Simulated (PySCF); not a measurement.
# PbS (Galena) (Fm-3m) in PySCF: notebook, part 2 of 2

PySCF 2.14.0.

## 4. CCSD(T) correlation energy, HF

run.py

```python
import json
import numpy as np
from pyscf.pbc import gto, scf, dft, df
from pyscf.pbc.tools import pyscf_ase
from ase.spacegroup import crystal

atoms = crystal(['Pb', 'S'], [[0.0, 0.0, 0.0], [0.5, 0.0, 0.0]],
                spacegroup=225, setting=1, cellpar=[5.9315, 5.9315, 5.9315, 90.0, 90.0, 90.0], primitive_cell=True)  # Fm-3m: Pb 4a, S 4b
cell = pyscf_ase.cell_from_ase(atoms)
cell.basis = {'Pb': 'DZVP-MOLOPT-HYB-GTH-q4', 'S': 'DZVP-MOLOPT-HYB-GTH-q6'}
cell.pseudo = {'Pb': 'GTH-HYB-q4', 'S': 'GTH-HYB-q6'}
cell.ke_cutoff = 55  # hartree
cell.exp_to_discard = 0.02
cell.precision = 1e-08
cell.max_memory = 5040  # MB
cell.verbose = 4
cell.build()

res = {}
kpts = cell.make_kpts([2, 2, 2])
mf = scf.KRHF(cell, kpts, exxdiv='ewald')
mf = mf.density_fit()
mf.with_df._cderi = 'cderi.h5'  # three-centre integrals saved by an earlier run on this cell, basis and mesh
mf.conv_tol = 1e-08
mf.max_cycle = 60

mf.kernel()
res.update(converged=bool(mf.converged), e_tot=mf.e_tot, nelec=cell.nelectron, nao=cell.nao, mesh=list(map(int, cell.mesh)), a=cell.lattice_vectors().tolist(), coords=cell.atom_coords().tolist(),
           mo_energy=[np.real(x).tolist() for x in mf.mo_energy], mo_occ=[np.real(x).tolist() for x in mf.mo_occ])
res.update(kpts=cell.get_scaled_kpts(kpts).tolist())
res['parts'] = {k: float(np.real(v)) for k, v in mf.scf_summary.items() if np.isscalar(v)}
json.dump(res, open('results.json', 'w'))
if not mf.converged:
    raise SystemExit('SCF not converged')

print('levels (eV)')
for i, kp in enumerate(res['kpts'][:40]):
    print('k %7.4f %7.4f %7.4f  ' % tuple(kp), ' '.join('%.3f' % (x * 27.211386) for x in res['mo_energy'][i][:10]))

# Mulliken populations
dm, s = np.asarray(mf.make_rdm1()), np.asarray(mf.get_ovlp())
sites = cell.aoslice_by_atom()[:, 2:]
tot = np.einsum('kij,kji->i', dm, s).real / len(kpts)
res['mulliken'] = [cell.atom_charge(i) - tot[a0:a1].sum() for i, (a0, a1) in enumerate(sites)]
print('Mulliken charges', np.round(res['mulliken'], 5))

from pyscf.pbc import cc
mycc = cc.KRCCSD(mf)
mycc.max_cycle = 50
mycc.conv_tol = 1e-6
mycc.keep_exxdiv = False
eris = mycc.ao2mo()
mycc.kernel(eris=eris)
res.update(e_corr=mycc.e_corr, e_mp2=float(np.real(mycc.emp2)), post_converged=bool(mycc.converged))
json.dump(res, open('results.json', 'w'))
res['e_t'] = float(np.real(mycc.ccsd_t(eris=eris)))
res['done'] = True
json.dump(res, open('results.json', 'w'))
```

Potentials or basis: DZVP-MOLOPT-HYB/GTH-HYB (UZH) (potentials made for PBE0).

The run is started by

```bash
$ OMP_NUM_THREADS=4 python -u run.py > log
```

Log:

```text
Discarded 0 diffused primitive functions, 0 contracted functions

PySCF version 2.14.0

[INPUT] verbose = 4
[INPUT] num. atoms = 2
[INPUT] num. electrons = 10
[INPUT] charge = 0
[INPUT] spin (= nelec alpha-beta = 2S) = 0
[INPUT] symmetry False subgroup None
[INPUT] Mole.unit = angstrom
[INPUT] Symbol           X                Y                Z      unit          X                Y                Z       unit  Magmom
[INPUT]  1 Pb     0.000000000000   0.000000000000   0.000000000000 AA    0.000000000000   0.000000000000   0.000000000000 Bohr   0.0
[INPUT]  2 S      2.965750000000   2.965750000000   2.965750000000 AA    5.604455253929   5.604455253929   5.604455253929 Bohr   0.0

nuclear repulsion = -12.9682544134327
number of shells = 6
number of NR pGTOs = 72
number of NR cGTOs = 26
basis = {'Pb': 'DZVP-MOLOPT-HYB-GTH-q4', 'S': 'DZVP-MOLOPT-HYB-GTH-q6'}
ecp = {}
lattice vectors  a1 [0.000000000, 5.604455254, 5.604455254]
                 a2 [5.604455254, 0.000000000, 5.604455254]
                 a3 [5.604455254, 5.604455254, 0.000000000]
dimension = 3
low_dim_ft_type = None
Cell volume = 352.071
exp_to_discard = 0.02
rcut = 30.09256160124976 (nimgs = [5 5 5])
precision = 1e-08
pseudo = {'Pb': 'GTH-HYB-q4', 'S': 'GTH-HYB-q6'}
ke_cutoff = 55
    = [29 29 29] mesh (24389 PWs)

******** <class 'pyscf.pbc.scf.khf.KRHF'> ********
method = KRHF
initial guess = minao
damping factor = 0
level_shift factor = 0
DIIS = <class 'pyscf.scf.diis.CDIIS'>
diis_start_cycle = 1
diis_space = 8
diis_damp = 0
SCF conv_tol = 1e-08
SCF conv_tol_grad = None
SCF max_cycles = 60
direct_scf = True
direct_scf_tol = 1e-13

******** PBC SCF flags ********
N kpts = 8
Exchange divergence treatment (exxdiv) = ewald
    madelung (= occupied orbital energy shift) = 0.2045186314450336
    Total energy shift due to Ewald probe charge = -1/2 * Nelec*madelung = -1.02259315723
DF object = <pyscf.pbc.df.df.GDF object>
Set gradient conv threshold to 0.0001

******** <class 'pyscf.pbc.df.rsdf_builder._RSNucBuilder'> ********
mesh = [13 13 13] (2197 PWs)
ke_cutoff = 11.311896789949799
omega = 0.42572327402911386
exclude_d_aux = False
exclude_dd_block = True
j2c_eig_always = False
has_long_range = True
init E= -13.5439186595495
  HOMO = 0.271627817928  LUMO = 0.27503749686  gap/eV = 0.09278
cycle= 1 E= -13.427176700429  delta_E= 0.117  |g|= 0.511  |ddm|= 8.58
  HOMO = 0.135230353693  LUMO = 0.376376157444  gap/eV = 6.56191
cycle= 2 E= -13.4421535106474  delta_E= -0.015  |g|= 0.116  |ddm|= 1.23
  HOMO = 0.126040008279  LUMO = 0.378065964055  gap/eV = 6.85798
cycle= 3 E= -13.4431274382595  delta_E= -0.000974  |g|= 0.0326  |ddm|= 0.304
  HOMO = 0.128193325226  LUMO = 0.379404892009  gap/eV = 6.83581
cycle= 4 E= -13.4431892736221  delta_E= -6.18e-05  |g|= 0.00223  |ddm|= 0.0932
  HOMO = 0.12817127729  LUMO = 0.379308609637  gap/eV = 6.83379
cycle= 5 E= -13.4431897886347  delta_E= -5.15e-07  |g|= 0.000238  |ddm|= 0.0104
  HOMO = 0.12815128995  LUMO = 0.379318316915  gap/eV = 6.83460
cycle= 6 E= -13.4431897951899  delta_E= -6.56e-09  |g|= 1.89e-05  |ddm|= 0.0014
  HOMO = 0.128152739417  LUMO = 0.379315888227  gap/eV = 6.83450
Extra cycle  E= -13.4431897952213  delta_E= -3.14e-11  |g|= 4.97e-06  |ddm|= 7.2e-05
converged SCF energy = -13.4431897952213
levels (eV)
k  0.0000  0.0000  0.0000   -15.276 -3.567 0.324 0.324 0.324 16.068 16.068 16.068 18.262 18.262
k -0.0000 -0.0000  0.5000   -13.670 -8.028 0.618 0.618 3.487 10.322 11.989 11.989 20.989 26.004
k  0.0000  0.5000 -0.0000   -13.670 -8.028 0.618 0.618 3.487 10.322 11.989 11.989 20.989 26.004
k  0.0000  0.5000  0.5000   -13.336 -5.318 -3.396 -1.247 -1.247 14.178 16.723 16.763 16.763 24.215
k  0.5000  0.0000  0.0000   -13.670 -8.028 0.618 0.618 3.487 10.322 11.989 11.989 20.989 26.004
k  0.5000  0.0000  0.5000   -13.336 -5.318 -3.396 -1.247 -1.247 14.178 16.723 16.763 16.763 24.215
k  0.5000  0.5000  0.0000   -13.336 -5.318 -3.396 -1.247 -1.247 14.178 16.723 16.763 16.763 24.215
k  0.5000  0.5000  0.5000   -13.670 -8.028 0.618 0.618 3.487 10.322 11.989 11.989 20.989 26.004
Mulliken charges [ 1.35704 -1.35704]

******** <class 'pyscf.pbc.df.rsdf_builder._RSNucBuilder'> ********
mesh = [13 13 13] (2197 PWs)
ke_cutoff = 11.311896789949799
omega = 0.42572327402911386
exclude_d_aux = False
exclude_dd_block = True
j2c_eig_always = False
has_long_range = True
using HDF5 ERI storage

******** <class 'pyscf.pbc.cc.kccsd_rhf.RCCSD'> ********
CC2 = 0
CCSD nocc = 5, nmo = 26
max_cycle = 50
direct = 1
conv_tol = 1e-06
conv_tol_normt = 1e-05
diis_space = 6
diis_start_cycle = 0
diis_start_energy_diff = 1e+09
Init t2, MP2 energy (with fock eigenvalue shift) = -0.2111713703655
Init E_corr(RCCSD) = -0.2111713703655
cycle = 1  E_corr(RCCSD) = -0.212210304724782  dE = -0.00103893436  norm(t1,t2) = 0.164532
cycle = 2  E_corr(RCCSD) = -0.218562085643567  dE = -0.00635178092  norm(t1,t2) = 0.0562441
cycle = 3  E_corr(RCCSD) = -0.218791496572486  dE = -0.000229410929  norm(t1,t2) = 0.0235461
cycle = 4  E_corr(RCCSD) = -0.219668254841161  dE = -0.000876758269  norm(t1,t2) = 0.0101553
cycle = 5  E_corr(RCCSD) = -0.219653744741056  dE = 1.45101001e-05  norm(t1,t2) = 0.00228341
cycle = 6  E_corr(RCCSD) = -0.219631038669114  dE = 2.27060719e-05  norm(t1,t2) = 0.000590695
cycle = 7  E_corr(RCCSD) = -0.219635958926074  dE = -4.92025696e-06  norm(t1,t2) = 0.000213461
cycle = 8  E_corr(RCCSD) = -0.219637185123706  dE = -1.22619763e-06  norm(t1,t2) = 5.16296e-05
cycle = 9  E_corr(RCCSD) = -0.219636675751162  dE = 5.09372544e-07  norm(t1,t2) = 1.78882e-05
cycle = 10  E_corr(RCCSD) = -0.219636705031197  dE = -2.92800345e-08  norm(t1,t2) = 6.0293e-06
RCCSD converged
E(RCCSD) = -13.66282650025251  E_corr = -0.2196367050311966
CCSD(T) correction per cell = -0.0117540979980709
CCSD(T) correction per cell (imag) = 7.96856926985495e-15
```

Wall time 25 min (4 threads of Arm Neoverse V1, shared host); peak memory 3.7 GiB.

Results:

| Quantity | Value |
| --- | --- |
| Free energy | -365.8078 eV |
| Band gap on the k mesh | 6.83 eV, direct |
| Mulliken charges | Pb +1.36; S -1.36 e |
| Triples correction | -0.320 eV |
| MP2 correlation energy per cell | -5.746 eV |
| CCSD correlation energy per cell | -5.977 eV |

Caveat: the k mesh is coarse (spacing up to 0.92 Å⁻¹), so the values aren't converged, least of all with exact exchange; mesh and basis are far too small for converged many-body values: gaps can be off by tenths of an eV to over 1 eV, and much correlation energy is missing; Mulliken charges move with the basis; on so small a mesh gaps with full-range exact exchange can be off by tenths of an eV to over 1 eV; total energy, band gap and charges are those of the mean-field reference; spin-orbit coupling is left out, which as a rule narrows the gap of such compounds by several tenths of an eV; the basis of atomic orbitals isn't converged, which shifts pressures, moduli and gaps.

## 5. The runs side by side

```csv
task,level,grid for exchange and correlation,exxdiv,three-centre integrals,gap on the mesh (eV)
G0W0 quasiparticle levels,PBE,uniform,-,-,0.03
MP2 correlation energy,HF,-,ewald,-,6.83
CCSD(T) correlation energy,HF,-,ewald,read from an earlier run's file,6.83
```

Alike in all rows: potentials or basis DZVP-MOLOPT-HYB/GTH-HYB (UZH) (potentials made for PBE0); no spin polarisation; cell as given; k mesh 2 × 2 × 2; smearing fixed; the mesh is coarse, so values aren't converged.

Caveats: all runs use coarse meshes; mesh and basis are far too small for converged many-body values: gaps can be off by tenths of an eV to over 1 eV, and much correlation energy is missing; spin-orbit coupling is left out, which as a rule narrows the gap of such compounds by several tenths of an eV; the basis of atomic orbitals isn't converged, which shifts pressures, moduli and gaps; on so small a mesh gaps with full-range exact exchange can be off by tenths of an eV to over 1 eV (some runs).

Absolute energies hang on the potentials; compare differences alone.
